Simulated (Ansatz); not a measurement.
**Rh: symmetry broken, then relaxed**

Theory: DFT r2SCAN, scalar-relativistic, plane waves, PAW (Ansatz 0.2.0). Cutoff 500 eV, Γ-centred 12×12×8 k-points, Gaussian smearing of 0.15 eV. No spin polarisation. Energies are free energies at this smearing, counted from the undisturbed cell; pressure is positive in compression.

Zero of the scan (relaxed at this level; this form isn't the usual structure):

```
Rh
1.0
     2.70364    0.00000    0.00000
    -1.35182    2.34142    0.00000
     0.00000    0.00000    4.34862
Rh
2
Cartesian
  1.3518 0.7805 3.2615
  0.0000 1.5609 1.0872
```

The atoms are displaced (Å, in the unstrained cell):

| atom | ux | uy | uz |
| --- | --- | --- | --- |
| Rh1 | -0.012 | 0.001 | 0.002 |
| Rh2 | 0.012 | -0.001 | -0.002 |

Cell and atoms are then relaxed.

Task: Does the relaxation return to the undisturbed structure?

Result: Yes (up to a choice of domain or origin): same space group and volume, and an energy -0.1 meV/atom from it. The disturbance itself cost 0.7 meV/atom. The final space group reads P6_3/mmc (tolerance 0.05 Å) and the volume changes by 0.02 %.

Final structure:

```
Rh
1.0
     2.70137    0.00016    0.00003
    -1.35055    2.33938   -0.00002
     0.00005    0.00000    4.35690
Rh
2
Direct
  0.66669 0.33333 0.75000
  0.33331 0.66667 0.25000
```

The relaxation, step by step (energy from the first step; small jumps at an unchanged geometry come where the plane waves are selected anew for the new cell):

| step | ΔE (meV/atom) | largest force component (eV/Å) | pressure (GPa) |
| --- | --- | --- | --- |
| 1 | 0.0 | 0.102 | 0.14 |
| 2 | -0.7 | 0.011 | -0.08 |
| 3 | -0.7 | 0.000 | 0.03 |
| 4 | -0.7 | 0.000 | 0.03 |

Frames along the relaxation (Å, eV/Å):

```xyz
2
Lattice="2.704 0.000 0.000 -1.352 2.341 0.000 0.000 0.000 4.349" Properties=species:S:1:pos:R:3:forces:R:3 pbc="T T T" step=1
Rh    1.340    0.781    3.263    0.102   -0.006   -0.037
Rh    0.012    1.560    1.086   -0.102    0.006    0.037
2
Lattice="2.702 -0.001 0.000 -1.352 2.340 0.000 0.000 0.000 4.357" Properties=species:S:1:pos:R:3:forces:R:3 pbc="T T T" step=2
Rh    1.352    0.780    3.268   -0.011   -0.001    0.003
Rh   -0.002    1.560    1.089    0.011    0.001   -0.003
2
Lattice="2.701 0.000 0.000 -1.351 2.339 0.000 0.000 0.000 4.357" Properties=species:S:1:pos:R:3:forces:R:3 pbc="T T T" step=3
Rh    1.351    0.780    3.268    0.000    0.000    0.000
Rh    0.000    1.560    1.089    0.000    0.000    0.000
2
Lattice="2.701 0.000 0.000 -1.351 2.339 0.000 0.000 0.000 4.357" Properties=species:S:1:pos:R:3:forces:R:3 pbc="T T T" step=4
Rh    1.351    0.780    3.268    0.000    0.000    0.000
Rh    0.000    1.560    1.089    0.000    0.000    0.000
```